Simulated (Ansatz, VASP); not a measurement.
GaAs in VASP and in Ansatz

POSCAR

```
GaAs
1.0
    0.0000000000      2.8268500000      2.8268500000
    2.8268500000      0.0000000000      2.8268500000
    2.8268500000      2.8268500000      0.0000000000
As Ga
1 1
Direct
    0.7500000000      0.7500000000      0.7500000000
    0.0000000000      0.0000000000      0.0000000000
```

The input INCAR.step1:

```
SYSTEM = GaAs
  PREC = Accurate
  ENCUT = 520
  ISMEAR = -1
  SIGMA = 0.05
  LREAL = .False.
  LASPH = .True.
  NELM = 100
  NBANDS = 16
  GGA = PE
  ALGO = Normal
  EDIFF = 1E-4
  LWAVE = .True.
  LCHARG = .False.
```

File INCAR.step2:

```
SYSTEM = GaAs
  PREC = Accurate
  ENCUT = 520
  EDIFF = 1E-7
  ISMEAR = -1
  SIGMA = 0.05
  LREAL = .False.
  LASPH = .True.
  NELM = 100
  ALGO = Normal
  ISIF = 2
  LWAVE = .False.
  LCHARG = .False.
  METAGGA = R2SCAN
  LMIXTAU = .True.
  IVDW = 12
  VDW_S6 = 1.0
  VDW_S8 = 0.78981345
  VDW_A1 = 0.49484001
  VDW_A2 = 5.73083694
  NBANDS = 16
  ISTART = 1
```

KPOINTS

```
regular mesh
0
Gamma
  8 8 8
  0 0 0
```

Contents of input.yaml:

```yaml
crystal:
  lattice:
    - [0.0, 2.82685, 2.82685]
    - [2.82685, 0.0, 2.82685]
    - [2.82685, 2.82685, 0.0]
  atoms:
    - { symbol: As, position: [0.75, 0.75, 0.75] }
    - { symbol: Ga, position: [0.0, 0.0, 0.0] }
hamiltonian:
  xc: r2scan
  pseudopotentials: { kind: paw }
  dispersion: d3bj
kpoints:
  mp_grid: { grid: [8, 8, 8] }
scf:
  occupations: { method: fermi_dirac, width: 0.05 }
output:
  forces: true
  stress: true
  eigenvalues: true
```

Alike in both runs: task single point; functional r2SCAN; dispersion D3(BJ); k mesh 8 × 8 × 8; occupations fermi-dirac, width 0.05 eV; no spin polarisation.

|  | VASP | Ansatz |
| --- | --- | --- |
| version | VASP 6.6.1 | Ansatz 0.2.0 |
| potentials or method | VASP PAW PBE potentials, release 64 (As, Ga_d) | Ansatz PAW |
| plane-wave cutoff (eV) | 520 | 500 |
| valence electrons in the cell | 18 | 28 |

|  | VASP | Ansatz | Ansatz less VASP |
| --- | --- | --- | --- |
| gap on the k mesh at the Fermi level (eV) | 1.00 | 1.02 | +0.019 |
| least direct gap on the mesh (eV) | 1.00 | 1.02 | +0.019 |
| pressure (GPa) | -0.5 | -0.6 | -0.12 |
| dispersion energy (meV/atom) | -152.2 | -152.3 | -0.09 |

The two sets of potentials don't hold the same shells in valence.

Caveats: the PAW data sets were made with another functional, which shifts forces and pressure a little (VASP); the PAW data sets come from PBE, with cores solved anew for the run's functional, which leaves a small shift of forces and pressure (Ansatz); the dispersion damping was fitted for another functional or another form of the correction (Ansatz). A k mesh can miss the band edges. r2SCAN opens gaps a little over a GGA but as a rule still falls short of measured ones.
